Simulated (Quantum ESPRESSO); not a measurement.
MnO:

```xyz
2
Lattice="0.0000 2.2239 2.2239 2.2239 0.0000 2.2239 2.2239 2.2239 0.0000" Properties=species:S:1:pos:R:3 pbc="T T T"
Mn    0.0000    0.0000    0.0000
O     2.2239    2.2239    2.2239
```

The cell is a database's computed one.

Base run:

```yaml
Program: Quantum ESPRESSO 7.5
Functional: PBEsol
Potentials_or_basis: GBRV 1.5 PBEsol
Cutoff: 612 eV
Density_cutoff: 4898 eV
k_mesh: 10 × 10 × 10
Occupations: fermi-dirac, width 0.05 eV
Spin: collinear spin, ferromagnetic start
Starting_moments: "[4.0, 0.0] μB"
```

Its results: band gap on the k mesh none (metal or under the smearing width); pressure -6.9 GPa; net moment 4.78 μB per cell; site moments Mn +4.05; O +0.23 μB.

**Question.** The run is repeated on the same cell with these changes: functional from PBEsol to LDA; potentials or basis from GBRV 1.5 PBEsol to GBRV 1.5 LDA. What comes out?

**Answer.** Band gap on the k mesh none (metal or under the smearing width); pressure -16.6 GPa; net moment 4.60 μB per cell; site moments Mn +3.91; O +0.23 μB.

Caveats: a cell with one magnetic atom can't hold antiferromagnetic order, which such compounds often take; semilocal functionals often make such compounds metallic where correlation or magnetic order opens a gap, which also shifts bond lengths; so large a pressure means that the cell lies far from this level's equilibrium, or that cutoff or potentials fall short (some runs).
